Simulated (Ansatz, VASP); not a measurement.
**Ir: VASP beside Ansatz**

```
CELL_PARAMETERS angstrom
0.00000 1.91560 1.91560
1.91560 0.00000 1.91560
1.91560 1.91560 0.00000
ATOMIC_POSITIONS crystal
Ir 0.00000 0.00000 0.00000
```

Alike in both runs: functional revPBE; k mesh 12 × 12 × 12; occupations fermi-dirac, width 0.05 eV; no spin polarisation.

```csv
,VASP,Ansatz
version,VASP 6.6.1,Ansatz 0.2.0
potentials or method,"VASP PAW PBE potentials, release 64 (Ir)",Ansatz PAW
plane-wave cutoff (eV),520,420
valence electrons in the cell,9,17
task,single point,band structure
```

|  | VASP | Ansatz | Ansatz less VASP |
| --- | --- | --- | --- |
| gap on the k mesh at the Fermi level (eV) | none | none | - |
| pressure (GPa) | 14.6 | 14.2 | -0.40 |

A gap of «none» marks a metal or a gap that the smearing closes. With one functional, cell and mesh, what is left measures potentials, basis and numerics. The two sets of potentials don't hold the same shells in valence.

Caveats: the PAW data sets were made with another functional, which shifts forces and pressure a little (VASP); spin-orbit coupling is left out, which moves the levels of the heavy elements (Ansatz); the PAW data sets come from PBE, with cores solved anew for the run's functional, which leaves a small shift of forces and pressure (Ansatz). The runs have no spin-orbit coupling, so splittings on Ir are missing.
